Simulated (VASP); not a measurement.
A run of VASP 6.6.1 is set up as follows.

Contents of POSCAR:

```
InSb
1.0
    0.0000000000      3.2391000000      3.2391000000
    3.2391000000      0.0000000000      3.2391000000
    3.2391000000      3.2391000000      0.0000000000
In Sb
1 1
Direct
    0.0000000000      0.0000000000      0.0000000000
    0.2500000000      0.2500000000      0.2500000000
```

File INCAR.step1:

```
SYSTEM = InSb
  ALGO = Fast
  EDIFF = 1E-8
  EDIFFG = -0.002
  ENCUT = 600
  GGA = CA
  IBRION = 2
  ISIF = 3
  ISMEAR = 0
  LASPH = .True.
  LCHARG = .False.
  LREAL = .False.
  LWAVE = .False.
  NELM = 80
  NSW = 40
  PREC = Accurate
  SIGMA = 0.02
```

The input INCAR.step2:

```
SYSTEM = InSb
  ALGO = Fast
  EDIFF = 1E-8
  ENCUT = 600
  GGA = CA
  IBRION = 6
  ISIF = 2
  ISMEAR = 0
  LASPH = .True.
  LCHARG = .False.
  LREAL = .False.
  LWAVE = .False.
  NELM = 80
  NFREE = 2
  NSW = 1
  POTIM = 0.015
  PREC = Accurate
  SIGMA = 0.02
```

The input KPOINTS:

```
k-points
0
Gamma
  8 8 8
  0 0 0
```

Potentials or basis: VASP PAW LDA potentials, release 64 (In_d, Sb).

The run is started by

```sh
$ cat potpaw_LDA.64/In_d/POTCAR potpaw_LDA.64/Sb/POTCAR > POTCAR
$ cp INCAR.step1 INCAR
$ mpirun -np 1 vasp_std > vasp.out
$ cp CONTCAR POSCAR
$ cp INCAR.step2 INCAR
$ mpirun -np 1 vasp_std > vasp.out
```

Task: Predict the highest phonon frequency at Γ, LO-TO splitting left out.

Result: 173 cm⁻¹.

Task: Estimate the relaxed cell.

Result: a = 4.565 Å, b = 4.565 Å, c = 4.565 Å, α = 60.00°, β = 60.00°, γ = 60.00°.

Task: Predict the relaxed volume.

Result: 33.63 Å³/atom.

Task: Predict the space group after relaxing (to 0.05 Å).

Result: F-43m (No. 216).

Step by step:
```
step  energy change (eV)  largest force (eV/Å)  pressure (GPa)  volume (Å³)
   1              0.0000                0.0000           -0.48        67.97
   2             -0.0009                0.0000            0.20        66.96
   3             -0.0011                0.0000            0.00        67.26
```

The run has no spin-orbit coupling, so splittings on Sb are missing.
